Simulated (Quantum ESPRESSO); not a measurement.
# WC under changes of volume

One of the cells (10.542 Å³/atom); the others are scaled copies at fixed shape and fractional positions:

```
CELL_PARAMETERS angstrom
0.00000 2.19268 2.19268
2.19268 0.00000 2.19268
2.19268 2.19268 0.00000
ATOMIC_POSITIONS crystal
W 0.00000 0.00000 0.00000
C 0.50000 0.50000 0.50000
```

Measurements of this composition are mostly on another form, of space group No. 187.

* Program: Quantum ESPRESSO 7.5
* Functional: r2SCAN
* Potentials or basis: SG15 PBE 1.2
* Cutoff: 1197 eV
* Density cutoff: 4789 eV
* k mesh: 8 × 8 × 8
* Occupations: fermi-dirac, width 0.05 eV
* Spin: no spin polarisation

```csv
volume (Å³/atom),energy over the lowest point (meV/atom),pressure (GPa)
9.910,6.75,9.6
10.120,0.00,0.9
10.331,4.10,-6.9
10.542,17.95,-13.9
10.753,40.54,-20.3
10.964,?,?
11.175,108.39,-30.9
```

Question: What does the run at 10.964 Å³/atom give?

Answer: Energy over the lowest point 70.96 meV/atom; pressure -25.9 GPa.

Worked out: A Birch-Murnaghan fit of order 3 (a polynomial in V^(-2/3)) to the other rows has its minimum at 10.14 Å³/atom with B0 = V·E''(V) = 393 GPa and B' = 4.3. It gives 70.96 meV/atom at 10.964 Å³/atom, against the run's 70.96, and -dE/dV = -25.9 GPa, against -25.9.

Energies are extrapolated to zero smearing.

Caveats: the potentials were made for another functional, which shifts forces and pressure; the cell as given lies far from equilibrium (some runs).
